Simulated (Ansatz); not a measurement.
# Pb (Fm-3m) in Ansatz: settings compared

Aim: see how the results for Pb move with the level of theory and the settings. Levels: PBE, RPBE, PBEsol. Tasks: band structure.

Program: Ansatz 0.2.0. These are calculated values, not measurements. Logs are shortened: lines on timing, memory, paths and dates and some standing lists are left out, and cuts for length are marked.

## Step 1: The structure

It takes space group Fm-3m (No. 225, cubic). The conventional cell has a = 4.950 Å, b = 4.950 Å, c = 4.950 Å, α = 90.00°, β = 90.00°, γ = 90.00°. Pb (site symmetry m-3m) has 12 Pb at 3.50 Å as nearest neighbours.

## Step 2: Band structure, PBE

Input file input.yaml:

```yaml
crystal:
  lattice:
    - [0.0, 2.47502, 2.47502]
    - [2.47502, 0.0, 2.47502]
    - [2.47502, 2.47502, 0.0]
  atoms:
    - { symbol: Pb, position: [0.0, 0.0, 0.0] }
kpoints:
  mp_grid: { grid: [9, 9, 9] }
  band_path:
    path:
      - [0.0, 0.0, 0.0]
      - [0.5, 0.0, 0.5]
      - [0.5, 0.25, 0.75]
      - [0.375, 0.375, 0.75]
      - [0.0, 0.0, 0.0]
      - [0.5, 0.5, 0.5]
      - [0.625, 0.25, 0.625]
      - [0.5, 0.25, 0.75]
    npoints: 12
scf:
  occupations: { method: fermi_dirac, width: 0.05 }
hamiltonian:
  xc: pbe
  pseudopotentials: { kind: all_electron, lapw: { basis_error: 0.001 } }
output:
  forces: true
  stress: true
  eigenvalues: true
```

Potentials or basis: all-electron LAPW, scalar-relativistic.

On the command line:

```console
> ansatz run input.yaml --threads 1 --pin off --max-ram 3072MiB --backend cpu --events-out ev --progress --plain --runs-dir out
```

Standard output:

```text
Warning: RAYON_NUM_THREADS=1 ignored (pool sized by the plan → 1); use --threads N
LAPW: plane waves up to 6.362 Å⁻¹, error target 1.0e-3 eV per atom; small_component_spin mean_spin; Pb in spheres of 1.750 Å, 36 of its electrons in bands, Dirac shells [] (how accurate: hamiltonian.pseudopotentials.lapw.basis_error, Limitations)
Engine: ansatz 0.2.0, aarch64-unknown-linux-gnu
Pseudopotentials: kind: all_electron
Pseudopotential: Pb, LAPW, valence charge 36, lapw/all_electron/scalar/gaussian/Pb, Koelling and Harmon's equation, gaussian nucleus
Functional definition: PBE
  parameter kappa = 0.804
  parameter beta = 0.06672455060314922
  exchange = pbe_x(kappa = kappa, mu = beta*pi^2/3)
  correlation = pbe_c(beta = beta)
Crystal: 1 atoms, lattice volume = 30.323 Å³
Basis set: ecut = 154.21153860262535 eV, 137 PW (Γ), exchange–correlation at level 2
Bands: 22, of which v1, the nominal top of the filled ones, is band 18 counted from 1 (17 counted from 0)
Symmetry: 48 space group operations
Space group: Fm-3m (ITA 225), of the structure as read, at distance tolerance 3.1e-5 Å
k-points: 35 of 729
Non-local potential: Pb, projectors of the file, none
Initial density: superposition of atomic densities (chi_scale 0.1, normalization cell)
Initial wavefunctions: plane waves of lowest kinetic energy (no species holds an atomic orbital)
Functional: x = pbe(κ = 0.804, μ = 0.2195149727645171), c = pbe(β = 0.06672455060314922)
iter 1 solved again at ethr=6.50e-6 eV; its pass at ethr=1.00e-1 eV (dr2=2.34e-3 eV) is discarded
SCF iter   1: F=—  HF=-568066.616466 eV  |F-HF|=—  |Δ(HF+E_count)|=         —  Δρ=3.21e-3  dr2=2.36e-3  ethr=6.50e-6  ⟨swp⟩=3.8  Hψ=5177  notcnv=0
preconditioner: auto → none  [insulator: Δε(μ)=0.227 eV  Ē_g=19.764 eV  σ=0.050 eV  W_gap=0.51  n_scr=14 (ndim 8)  ℏωp=25.2 eV  f_vac=0.033  D(μ)=0.39/eV (n_scr^D=0)  ε∞_Penn≈2.6]
SCF iter   2: F=—  HF=-568066.605646 eV  |F-HF|=—  |Δ(HF+E_count)|=   1.08e-2  Δρ=1.41e-3  dr2=4.91e-4  ethr=6.50e-6  ⟨swp⟩=2.0  Hψ=2273  notcnv=0
SCF iter   3: F=—  HF=-568066.605280 eV  |F-HF|=—  |Δ(HF+E_count)|=   3.66e-4  Δρ=6.03e-4  dr2=9.22e-5  ethr=1.36e-6  ⟨swp⟩=2.0  Hψ=2271  notcnv=0
iter 4 solved again at ethr=1.19e-8 eV; its pass at ethr=2.56e-7 eV (dr2=4.28e-6 eV) is discarded
SCF iter   4: F=—  HF=-568066.605278 eV  |F-HF|=—  |Δ(HF+E_count)|=   2.42e-6  Δρ=1.22e-4  dr2=4.29e-6  ethr=1.19e-8  ⟨swp⟩=2.0  Hψ=3842  notcnv=0
SCF iter   5: F=—  HF=-568066.605283 eV  |F-HF|=—  |Δ(HF+E_count)|=   4.71e-6  Δρ=1.83e-5  dr2=1.04e-7  ethr=1.19e-8  ⟨swp⟩=2.0  Hψ=2271  notcnv=0
SCF iter   6: F=-568066.605283 eV  HF=-568066.605283 eV  |F-HF|=8.15e-10  |Δ(HF+E_count)|=   2.19e-7  Δρ=5.59e-7  dr2=5.09e-11  ethr=2.88e-10  ⟨swp⟩=2.7  Hψ=2303  notcnv=0
SCF 1 converged in 6 iterations: F = -568066.605283 eV  dr2 = 5.09e-11
NSCF: frozen V_eff on 85 k-points
SCF converged after 6 iterations
Free energy (F): -568066.605283 eV
Harris-Foulkes:  -568066.605283 eV  (|F-HF|=8.15e-10)
Internal energy: -568066.602177 eV  (E = F + TS)
E sigma→0 (E₀):  -568066.603730 eV
Entropy (-TS):   -0.003106 eV (-3.106 meV/atom)
Fermi energy:    15.519942 eV
--- Per-component energies (eV) ---
  E_band       = -2196.127435
  E_kinetic    = 654971.668399
  E_xc         = -10580.679509
  E_electrostatic = -1212457.591067  (all electrons and nuclei)
  E_smearing   = -0.003106  (= −TS)
  E_closure    = 0.000000  (closes the sum)
  E_atoms      = -568063.043352  (free atoms, spherical and without spin; not in F)
  Σ components = -568066.605283   (vs F -568066.605283, Δ=0.00e0)
  Basis errors (estimates in eV, not in F): energy 2.1e-4 per atom: plane waves 2.0e-4 (1.0e-4 summed), levels above the bands 7.4e-100, relativity 4.3e-8, radial functions 2.9e-6, core shells 1.0e-9; eigenvalues (radial functions only) 1.3e-5; not estimated: angular momenta, meshes, grids; target (lapw.basis_error) 1.0e-3; muffin-tin radii Pb 1.750 Å
--- Forces (eV/Å), atoms counted from 1 ---
  atom   1  Pb     0.00000000     0.00000000     0.00000000
  max |Σ_I F_I| component: 1.19e-31 eV/Å
--- Stress (GPa, compression-positive) ---
        2.273161       0.000000      -0.000000
        0.000000       2.273161      -0.000000
       -0.000000      -0.000000       2.273161
  P = ⅓ Tr σ = 2.2732 GPa (22.732 kbar)
--- Band table (eV; the first three rows and the last of 35) ---
  k-point 0: bands = ["-123.9839", "-113.0150", "-113.0150", "-113.0150", "-113.0148", "-113.0148", "-113.0148", "-113.0146", "-65.8176", "-65.8176", "-65.8176", "-1.4208", "-1.4208", "-1.4208", "-1.2805", "-1.2805", "3.9150", "23.0820", "23.0820", "23.0820", "25.4136", "27.0167"]
  k-point 1: bands = ["-123.9839", "-113.0150", "-113.0150", "-113.0150", "-113.0148", "-113.0148", "-113.0148", "-113.0146", "-65.8180", "-65.8177", "-65.8177", "-1.4213", "-1.4043", "-1.4043", "-1.2806", "-1.2806", "4.1530", "20.7140", "22.7994", "22.7994", "25.0258", "27.9813"]
  k-point 2: bands = ["-123.9838", "-113.0150", "-113.0150", "-113.0150", "-113.0148", "-113.0148", "-113.0148", "-113.0146", "-65.8189", "-65.8179", "-65.8179", "-1.4265", "-1.3848", "-1.3848", "-1.2580", "-1.2580", "4.8651", "17.2469", "22.1996", "22.1996", "24.6864", "27.5110"]
  k-point 34: bands = ["-123.9838", "-113.0150", "-113.0150", "-113.0150", "-113.0148", "-113.0148", "-113.0148", "-113.0146", "-65.8200", "-65.8196", "-65.8189", "-1.4128", "-1.3991", "-1.3181", "-1.2276", "-1.1229", "8.8640", "13.8460", "14.7922", "16.4440", "25.9524", "27.0254"]
```

It took 5.8 s on 1 thread of Arm Neoverse V1, shared host; peak memory 0.23 GiB.

What came out:

```
Free energy             : -568066.6053 eV
Pressure                : 2.3 GPa
Band gap along the path : none (metal or under the smearing width)
```

Levels at the corners of the path, in eV from the Fermi level:
```tsv
point	band 15	band 16	band 17	band 18	band 19	band 20	band 21	band 22
Γ	-16.80	-16.80	-11.60	7.56	7.56	7.56	9.89	11.50
X	-16.63	-16.63	-6.56	-3.13	2.19	2.19	5.52	6.79
W	-16.75	-16.63	-6.45	-1.23	-1.23	0.41	11.00	12.30
K	-16.73	-16.67	-6.64	-2.14	-1.08	3.12	6.61	11.49
Γ	-16.80	-16.80	-11.60	7.56	7.56	7.56	9.89	11.50
L	-16.67	-16.67	-7.97	-4.06	5.72	5.72	9.37	9.61
U	-16.73	-16.67	-6.64	-2.14	-1.08	3.12	6.61	11.49
W	-16.75	-16.63	-6.45	-1.23	-1.23	0.41	11.00	12.30
```

Caveat: spin-orbit coupling is left out, which moves the levels of the heavy elements.

## Step 3: Band structure, RPBE

input.yaml: that of step 2 with these lines changed.

```diff
@@ -19,3 +19,3 @@
       - [0.5, 0.25, 0.75]
-    npoints: 12
+    npoints: 10
 scf:
@@ -23,3 +23,3 @@
 hamiltonian:
-  xc: pbe
+  xc: rpbe
   pseudopotentials: { kind: all_electron, lapw: { basis_error: 0.001 } }
```

Potentials or basis: all-electron LAPW, scalar-relativistic.

On the command line:

```console
> ansatz run input.yaml --threads 1 --pin off --max-ram 3072MiB --backend cpu --events-out ev --progress --plain --runs-dir out
```

Wall time 5.5 s (1 thread of Arm Neoverse V1, shared host); peak memory 0.23 GiB.

Results (log left out):

| Item | Value |
| --- | --- |
| Free energy | -568081.8385 eV |
| Pressure | 3.9 GPa |
| Band gap along the path | none (metal or under the smearing width) |

Levels at the corners of the path, in eV from the Fermi level:
```
point  band 16  band 17  band 18  band 19  band 20  band 21
    Γ   -16.87   -11.60     7.59     7.59     7.59     9.86
    X   -16.70    -6.55    -3.13     2.20     2.20     5.49
    W   -16.70    -6.44    -1.23    -1.23     0.40    11.00
    K   -16.74    -6.63    -2.14    -1.09     3.13     6.58
    Γ   -16.87   -11.60     7.59     7.59     7.59     9.86
    L   -16.74    -7.96    -4.07     5.75     5.75     9.35
    U   -16.74    -6.63    -2.14    -1.09     3.13     6.58
    W   -16.70    -6.44    -1.23    -1.23     0.40    11.00
```

Caveat: spin-orbit coupling is left out, which moves the levels of the heavy elements.

## Step 4: Band structure, PBEsol

input.yaml: that of step 3 with these lines changed.

```diff
@@ -19,3 +19,3 @@
       - [0.5, 0.25, 0.75]
-    npoints: 10
+    npoints: 12
 scf:
@@ -23,3 +23,3 @@
 hamiltonian:
-  xc: rpbe
+  xc: pbesol
   pseudopotentials: { kind: all_electron, lapw: { basis_error: 0.001 } }
```

On the command line:

```console
> ansatz run input.yaml --threads 1 --pin off --max-ram 3072MiB --backend cpu --events-out ev --progress --plain --runs-dir out
```

Wall time 6 s (1 thread of Arm Neoverse V1, shared host); peak memory 0.23 GiB.

The run converged. Its results:

| Property | Result |
| --- | --- |
| Free energy | -567915.1807 eV |
| Pressure | -0.6 GPa |
| Band gap along the path | none (metal or under the smearing width) |

Levels at the corners of the path, in eV from the Fermi level:
```tsv
point	band 16	band 17	band 18	band 19	band 20	band 21
Γ	-16.71	-11.61	7.57	7.57	7.57	9.89
X	-16.54	-6.56	-3.13	2.19	2.19	5.51
W	-16.54	-6.45	-1.23	-1.23	0.40	11.00
K	-16.59	-6.64	-2.14	-1.09	3.12	6.61
Γ	-16.71	-11.61	7.57	7.57	7.57	9.89
L	-16.58	-7.97	-4.07	5.73	5.73	9.36
U	-16.59	-6.64	-2.14	-1.09	3.12	6.61
W	-16.54	-6.45	-1.23	-1.23	0.40	11.00
```

Caveat: spin-orbit coupling is left out, which moves the levels of the heavy elements.

## Step 5: Summary

```tsv
level	pressure (GPa)
PBE	2.3
RPBE	3.9
PBEsol	-0.6
```

Alike in all rows: task band structure; potentials or basis all-electron LAPW, scalar-relativistic; no spin polarisation; cell as given; k mesh 9 × 9 × 9; cutoff (eV) 154; smearing fermi-dirac 0.05 eV; basis error allowed 0.001 eV/atom.

The pressure there spans -0.6 GPa (PBEsol) to 3.9 GPa (RPBE); a positive pressure means that this level wants a larger cell, a negative one a smaller.

Caveats: spin-orbit coupling is left out, which moves the levels of the heavy elements.

Compare energies only between runs with the same functional and basis.
